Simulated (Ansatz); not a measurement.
Crystal: SnO2.

```
CELL_PARAMETERS angstrom
-3.24890 3.41447 3.41402
3.24890 -3.41447 3.41402
3.24890 3.41447 -3.41402
ATOMIC_POSITIONS crystal
Sn 0.50000 0.00000 0.00000
Sn 0.50000 0.50000 0.50000
Sn 0.00360 0.75360 0.25000
Sn 0.99640 0.24640 0.75000
O 0.80650 0.80377 0.49728
O 0.80650 0.30922 0.00272
O 0.30244 0.24594 0.05649
O 0.68944 0.24594 0.44350
O 0.31056 0.75406 0.55649
O 0.19350 0.69078 0.99728
O 0.69756 0.75406 0.94351
O 0.19350 0.19623 0.50272
```

The cell is a database's computed one.

Base run:

* Program: Ansatz 0.2.0
* Functional: PBE0
* Potentials or basis: Ansatz PAW
* Cutoff: 420 eV (not typed: the program's choice for these potentials)
* k mesh: 4 × 4 × 4
* Occupations: fermi-dirac, width 0.05 eV
* Spin: no spin polarisation

Its results: band gap on the k mesh 3.02 eV; pressure -10.0 GPa; largest force 0.138 eV/Å.

Question: The run is repeated on the same cell with these changes: functional from PBE0 to HSE06. What comes out?

Answer: Band gap on the k mesh 2.32 eV; pressure -9.8 GPa; largest force 0.139 eV/Å.

Caveats: spin-orbit coupling is left out, which moves the levels of the heavy elements; the PAW data sets come from PBE, with cores solved anew for the run's functional, which leaves a small shift of forces and pressure; the thresholds are loose for stress.

